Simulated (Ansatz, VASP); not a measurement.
## Rh: VASP beside Ansatz

INCAR

```
  PREC = Accurate
  ENCUT = 520
  EDIFF = 1E-7
  ISMEAR = -1
  SIGMA = 0.05
  LREAL = F
  LASPH = T
  NELM = 100
  ALGO = Normal
  ISIF = 2
  LWAVE = F
  LCHARG = F
  GGA = PE
  NBANDS = 14
```

The input KPOINTS:

```
Automatic mesh
0
Gamma
  12 12 12
```

The input POSCAR:

```
Rh
1.0
    0.0000000000      1.9104189093      1.9104189093
    1.9104189093      0.0000000000      1.9104189093
    1.9104189093      1.9104189093      0.0000000000
Rh
1
Direct
    0.0000000000      0.0000000000      0.0000000000
```

Contents of input.yaml:

```yaml
crystal:
  lattice:
    - [0.0, 1.9104189093, 1.9104189093]
    - [1.9104189093, 0.0, 1.9104189093]
    - [1.9104189093, 1.9104189093, 0.0]
  atoms:
    - { symbol: Rh, position: [0.0, 0.0, 0.0] }
hamiltonian:
  xc: pbe
  pseudopotentials: { kind: paw }
kpoints:
  mp_grid: { grid: [12, 12, 12] }
scf:
  occupations: { method: fermi_dirac, width: 0.05 }
output:
  forces: true
  stress: true
  eigenvalues: true
```

Change from the starting cell: volume scaled by 1.02.

Alike in both runs: task single point; functional PBE; k mesh 12 × 12 × 12; occupations fermi-dirac, width 0.05 eV; no spin polarisation.

```csv
,VASP,Ansatz
version,VASP 6.6.1,Ansatz 0.2.0
potentials or method,"VASP PAW PBE potentials, release 64 (Rh_pv)",Ansatz PAW
plane-wave cutoff (eV),520,420
valence electrons in the cell,15,17
```

Ansatz gave:

```
gap on the k mesh at the Fermi level (eV) : none
pressure (GPa)                            : 1.7
```

Q: Estimate VASP's values.

A: gap on the k mesh at the Fermi level (eV): none; pressure (GPa): 1.8.

A gap of «none» marks a metal or a gap that the smearing closes. The two sets of potentials don't hold the same shells in valence.
